## Why the gap does not follow the volume

Row 1 looks wrong. It is the most compressed of the five BaTiO$_3$ cells, and from row 2 to row 4 the band gap shrinks as the cell grows, so the smallest cell should have the widest gap. Instead its gap is 2.37 eV, below the 2.43 eV of row 2. Yet its pressure and its formation energy fall neatly into line with the others.

BaTiO$_3$ cells in space group R3m, computed with Ansatz 0.2.0 using PBE, plane waves with generated PAW datasets and a 420 eV cutoff, scalar-relativistic and without spin polarization. Each row is a single-point calculation with cell and atoms unrelaxed; positive pressure means compression.

| cell | volume (Å³/atom) | shortest distance at Ba (Å) | pressure (GPa) | band gap on the mesh (0: none) (eV) | Bader charge of Ba (e) | k-mesh | largest force (eV/Å) | formation energy (eV/atom) |
| --- | --- | --- | --- | --- | --- | --- | --- | --- |
| 1 | 12.79 | 2.768 | 5.4 | 2.37 | 1.53 | 6x6x6 | 0.13 | -3.095 |
| 2 | 12.94 | 2.793 | 3.9 | 2.43 | 1.54 | 6x6x6 | 0.12 | -3.099 |
| 3 | 13.25 | 2.816 | -0.2 | 2.35 | 1.54 | 6x6x6 | 0.18 | -3.102 |
| 4 | 13.29 | 2.816 | -0.8 | 2.30 | 1.54 | 6x6x6 | 0.32 | -3.102 |
| 5 | 13.31 | 2.822 | -0.9 | 2.31 | 1.54 | 6x6x6 | 0.30 | -3.102 |

Two kinds of quantity stand side by side in this table. Pressure and energy respond mainly to how much room the crystal has. The gap also responds to where the titanium atom sits inside its cage of six oxygen atoms, and that position is not the same in every cell.

### What the volume does control

A crystal squeezed below its rest volume pushes outward, and one stretched beyond it pulls inward. Over a range of a few per cent the stiffness can be taken as roughly constant, so the pressure $P$ depends on the volume per atom $V$ as

$$P=-B\,\ln\frac{V}{V_0},$$

where $B$ is the stiffness and $V_0$ the volume at which the pressure vanishes. A fit to all five rows gives $B\approx163$ GPa and $V_0\approx13.23$ Å$^3$ per atom, just below the volume of row 3. It meets each computed pressure to within a quarter of a GPa.

The work done against this pressure is stored as energy. Near the rest volume it grows as the square of the volume change, which is why the formation energies of rows 3 to 5 agree to the last printed digit. For row 1 the pressure law puts the stored energy at 7.7 meV per atom, and the total energies place that row 7.3 meV above row 3. Pressure and energy come from the same calculations, so the agreement is a test of consistency: in pressure and energy, the five cells behave nearly as one crystal at different volumes.

Two limits apply to these numbers. The atoms were held in place and their arrangement varies a little from cell to cell, so $B$ is a slope through these particular cells. In a relaxed crystal the atoms would give way under load, and the stiffness would be lower. The rest volume is that of PBE, which tends to make ferroelectric perovskites too large, so a positive pressure in the table need not mean that a real sample of that volume is compressed.

### What the titanium position does

The filled states at the top of the valence band belong mainly to oxygen 2p orbitals, and the lowest empty states to titanium 3d orbitals. Suppose first that titanium sits exactly in the middle of its cage. At the zone centre, where the conduction band has its minimum, the overlap of a 3d orbital with the oxygen on one side is then cancelled by the overlap with the oxygen on the other. The two sets of states cannot mix there.

Once titanium moves off centre, some of its bonds shorten and others lengthen, and the cancellation fails. The empty 3d states mix with filled 2p states and are pushed up, while the filled partners are pushed down. The rise of the conduction edge widens the gap. The lowering of the filled states also helps to make the displacement favourable, together with long-range electrostatic forces, so the atomic shift behind the ferroelectricity of BaTiO$_3$ also widens its gap.

The mixing grows in proportion to the displacement $u$ of titanium from the centre of its cage. The energy shift grows as the square of the mixing, because the 2p and 3d levels are already well separated. For the gap $E_g$ this gives

$$E_g\approx E_0+c\,u^2,$$

with $E_0$ the gap of the centred crystal and $c$ a constant. This form leaves out any direct effect of volume on the gap.

### One estimate in full

The atomic positions of rows 2 and 4 allow a direct comparison. Titanium sits about 0.188 Å off centre in row 2 and 0.175 Å in row 4, although row 2 is the smaller cell. The cell angles used are rounded and the direction of the threefold axis is approximate, so each value can be off by a few thousandths of an ångström. All five runs also carry a warning that the structure was snapped to its symmetry, so these displacements belong to the computed cells and may differ slightly from those in the source structures. The bonds tell the same story: from row 4 to row 2 the cell edge shrinks by 0.9 %, but the short Ti–O bond shrinks by 1.2 %. Row 2 is therefore more than a compressed copy of row 4; its titanium has also moved further out.

PBE gives the centred cubic crystal a gap of roughly 1.7 eV, a recalled value good to about a tenth of an eV. Taking this as $E_0$ and letting the 2.30 eV gap of row 4 fix $c$, the extra gap of row 2 is

$$\Delta E_g\approx(2.30-1.7)\left[\left(\frac{0.188}{0.175}\right)^2-1\right]\approx0.6\times0.15\approx0.09\ \text{eV}.$$

The computed difference is 0.13 eV, and the errors in the two displacements make the estimate uncertain by a few hundredths of an eV. Row 3 shows that the estimate still credits titanium with too much. Its titanium sits about 0.19 Å off centre, as far out as in row 2, but its volume is nearly that of row 4. The 0.08 eV between rows 2 and 3 therefore comes from compression, and the 0.05 eV between rows 3 and 4 mostly from titanium. The formula gets the direction of the titanium effect right but makes it nearly twice too large, and the direct effect of volume that it leaves out is the larger part of the difference.

### Reading the force on titanium

The remaining cells can be judged by the force on titanium. If the atom is pushed outward, it sits closer to the centre than it would like; if it is pushed back, it has gone too far. In rows 3 to 5 the largest force in the table is the one on titanium, and it points outward, if titanium in rows 3 and 5 is displaced the same way as in row 4. These three cells differ in volume by less than half a per cent, so the force there probably reflects mainly how far titanium falls short of its preferred place.

Row 3 has the weakest outward force of the three, 0.18 eV/Å, and the widest gap. In rows 4 and 5 the force is about 0.3 eV/Å and the gap is narrower by roughly 0.05 eV. For these three cells of nearly equal volume, this is the order that the mixing picture predicts.

Row 2 does not fit that picture by itself. Its gap is the widest of all, yet its titanium is no further off centre than in row 3, so mixing alone would give the two rows equal gaps. The extra 0.08 eV comes with the smaller volume. The force changes with the volume too: a displacement that falls short of the preferred one in row 3 is slightly too large for the tighter cage of row 2, where a weak force pushes titanium back towards the centre.

A straight line of gap against this force, fitted to rows 2 to 5, can be compared with a line against the logarithm of volume fitted to the same rows. The typical miss is 0.002 eV for the force and 0.013 eV for the volume, and the line in volume would put the gap of row 1, which was left out of the fit, about 0.11 eV too high. Four rows are few, and the force itself shifts with volume because a roomier cage favours a larger displacement. Between rows 2 and 3 it even changes sign while titanium stays equally far off centre. The close fit therefore shows that the force responds to both volume and titanium position, as the gap does, and not that titanium alone sets the gap. The printed output below gives both fits.

### Why no single gap slope exists

How much does the gap change when the material is strained? These cells give no single answer. From row 2 to row 3 the volume grows by 2.4 % and the gap falls by 0.08 eV; from row 3 to row 4 it grows by only 0.3 %, yet the gap falls by another 0.05 eV. Per unit of relative volume change, the second slope is about five times the first. The two steps are of different kinds. In the first the volume changes while titanium stays equally far off centre; in the second titanium moves closer to the centre at nearly constant volume.

A meaningful slope requires the atoms to be relaxed at each volume, or else held at the same relative positions throughout. The two choices answer different questions. The first includes the response of titanium to strain, as a slowly loaded crystal would show it, and the second isolates the effect of volume. The step from row 2 to row 3 comes close to the second choice and suggests that the gap falls by about 0.03 eV for each per cent of added volume, though a single pair of cells is a thin basis. In either case the changes are more trustworthy than the gaps themselves, since PBE places the gap of BaTiO$_3$ well below the measured value of roughly 3 eV.

### Back to row 1

The odd row now looks less strange. It was computed in a cell of ten atoms instead of five, but doubling the cell only relabels the electronic states, and its mesh still contains both band edges. What does differ is the arrangement of the atoms. Its shortest Ba–O distance is 2.1 % below that of an ideal cubic cell of equal volume, against 1.6 % in row 2, so row 1 is not simply row 2 made smaller.

A titanium atom closer to the centre of its cage would explain the lower gap, provided that its effect outweighs the widening by compression. But the Ba–O distance does not tell where titanium sits, so for this row that remains a guess. The general rule rests on the titanium positions in rows 3 and 4, on the forces in rows 3 to 5 and on the mixing argument: for two BaTiO$_3$ cells of nearly equal volume, the one with titanium further off centre should have the wider gap. Where the volumes differ as well, the titanium positions have to be compared before the gap difference is put down to compression.

Output of the analysis:

```
fit of P on 5 rows: constant 421.3 +/- 13, coefficient of log(vol) -163.1 +/- 5; rms 0.139, worst 2 -0.238, leave-one-out rms 0.29
stiffness B from the slope of pressure against ln volume, GPa: 163.1
volume of zero pressure, A^3 per atom: 13.23
Row by row, steps are from the row before:
  row  energy above row 3 (meV/atom)  energy from pressure law (meV/atom)  volume step (%)  gap step (eV)  gap slope per ln V (eV)  outward Ti force (eV/A)  Ba-O contact against ideal (%)
    1                           7.31                                7.663              n/a            n/a                      n/a                      n/a                          -2.111
    2                           3.42                                3.346            1.166           0.06                    5.146                 -0.06767                           -1.61
    3                              0                              0.01006            2.367          -0.08                   -3.379                   0.1785                          -1.579
    4                           0.46                               0.1212           0.3014          -0.05                   -16.59                   0.3155                          -1.678
    5                           0.46                               0.2228           0.1504           0.01                     6.65                   0.2988                          -1.518
Ti off the centre of its oxygen cage in row 2, A: 0.1879
Ti off the centre of its oxygen cage in row 4, A: 0.175
short Ti-O bond of row 2 against row 4, %: -1.216
cell edge of row 2 against row 4, %: -0.8889
rough gap difference of rows 2 and 4 from off-centring, eV: 0.09137
computed gap difference of rows 2 and 4, eV: 0.13
fit of gap on 4 rows (vol > 12.9): constant 13.49 +/- 2.1, coefficient of log(vol) -4.317 +/- 0.81; rms 0.0132, worst 3 -0.0199, leave-one-out rms 0.0778
  rows outside the fit (model, value, miss): 1 2.483, 2.37, 0.113
fit of gap on 4 rows (vol > 12.9): constant 2.408 +/- 0.002, coefficient of fout -0.334 +/- 0.0083; rms 0.00181, worst 4 0.00267, leave-one-out rms 0.00465
```
